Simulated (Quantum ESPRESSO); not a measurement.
# HgTe (Coloradoite) under changes of volume

One of the cells (33.215 Å³/atom); the others are scaled copies at fixed shape and fractional positions:

```
CELL_PARAMETERS angstrom
0.00000 3.21450 3.21450
3.21450 0.00000 3.21450
3.21450 3.21450 0.00000
ATOMIC_POSITIONS crystal
Hg 0.00000 0.00000 0.00000
Te 0.75000 0.75000 0.75000
```

- Program: Quantum ESPRESSO 7.5
- Functional: PBE
- Dispersion: D2
- Potentials or basis: PseudoDojo 0.4.1 SR PBE standard
- Cutoff: 1088 eV
- Density cutoff: 4354 eV
- k mesh: 7 × 7 × 7
- Occupations: fermi-dirac, width 0.05 eV
- Spin: no spin polarisation

```csv
volume (Å³/atom),energy over the lowest point (meV/atom),pressure (GPa)
31.223,32.90,4.2
31.887,17.96,3.0
32.551,?,?
33.215,2.04,0.9
33.880,0.00,0.1
34.544,1.28,-0.7
35.208,5.50,-1.4
```

What does the run at 32.551 Å³/atom give?

Energy over the lowest point 7.86 meV/atom; pressure 1.9 GPa.

Worked out: A Birch-Murnaghan fit of order 3 (a polynomial in V^(-2/3)) to the other rows has its minimum at 33.94 Å³/atom with B0 = V·E''(V) = 41 GPa and B' = 5.4. It gives 7.86 meV/atom at 32.551 Å³/atom, against the run's 7.86, and -dE/dV = 1.9 GPa, against 1.9.

Energies are extrapolated to zero smearing.

Caveats: pairwise dispersion overbinds metals, which lowers pressure and volume.
